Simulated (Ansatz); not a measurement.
Computed with Ansatz 0.2.0, DFT PBE, scalar-relativistic, plane waves, PAW. Settings: cutoff 420 eV, Γ-centred meshes spaced at most about 0.3 Å⁻¹, and about 0.25 Å⁻¹ or finer for metals (2π included), Gaussian smearing. No spin polarisation.

Formation energies are uncorrected and refer to the elements' standard structures at the same level.

These are static total energies at zero pressure. Only the structures computed here compete, so a lower one can exist.

A search for Zr2B3 gave 11 distinct relaxed structures. Coordination counts B atoms around Zr (those within 1.25 times the shortest such distance or 1.15 times the sum of covalent radii, 1.27 where that leaves under three; a plus sign parts nearer from farther groups). Cells relaxed within their symmetry can be saddle points.

Problem. Which structure of Zr2B3 came out lowest?

Solution. The one with space group P-1 (No. 2), reached from: a relaxed cell, shaken at random and relaxed again. It has a = 3.693 Å, b = 4.906 Å, c = 7.303 Å, α = 91.5°, β = 98.0°, γ = 109.4°, 12.3 Å³/atom, no gap on the mesh. Zr on its first site is surrounded by 8 B at 2.34–2.75 Å, 3 Zr at 2.91–3.09 Å and 2 B at 2.96–2.99 Å; Zr on its second site is surrounded by 8 B at 2.48–2.81 Å and 5 Zr at 3.06–3.30 Å; B on its first site is surrounded by 1 B at 1.64 Å, 2 B at 1.77–1.80 Å and 5 Zr at 2.34–2.70 Å; around B on its second site lie 2 B at 1.75–1.80 Å and 7 Zr at 2.57–2.81 Å; 1 more site not described. Its energy over the elements is −0.55 eV/atom. It lies below the elements, which doesn't yet make it stable against other compounds or structures. An observed structure of this formula, if there is one, may be missing.

```cif
data_structure
_symmetry_space_group_name_H-M 'P-1'
_symmetry_Int_Tables_number 2
_cell_length_a 3.6935
_cell_length_b 4.9061
_cell_length_c 7.3032
_cell_angle_alpha 91.514
_cell_angle_beta 97.993
_cell_angle_gamma 109.400
_cell_volume 123.24
loop_
_atom_site_label
_atom_site_type_symbol
_atom_site_symmetry_multiplicity
_atom_site_Wyckoff_symbol
_atom_site_fract_x
_atom_site_fract_y
_atom_site_fract_z
_atom_site_occupancy
Zr1 Zr 2 i 0.78667 0.68317 0.64958 1
Zr2 Zr 2 i 0.90839 0.72794 0.11730 1
B1 B 2 i 0.71534 0.15644 0.53035 1
B2 B 2 i 0.58621 0.12098 0.10387 1
B3 B 2 i 0.43242 0.04727 0.68737 1
```

Problem. How much higher is the P321 structure with 12.9 Å³/atom and coordination Zr 3+3 (reached from: La2O3 type (P321))?

Solution. 0.93 eV/atom. It has no gap on its mesh. It holds B–B nets (shortest 1.84 Å).

Problem. How much higher is the R-3m structure with 13.0 Å³/atom and coordination Zr 6 (reached from: a relaxed cell, shaken at random and relaxed again)?

Solution. 0.41 eV/atom. It has no gap on its mesh. It holds B–B nets (shortest 1.73 Å).

Some types were kept out of the candidates beforehand, so the set may lack a known form.
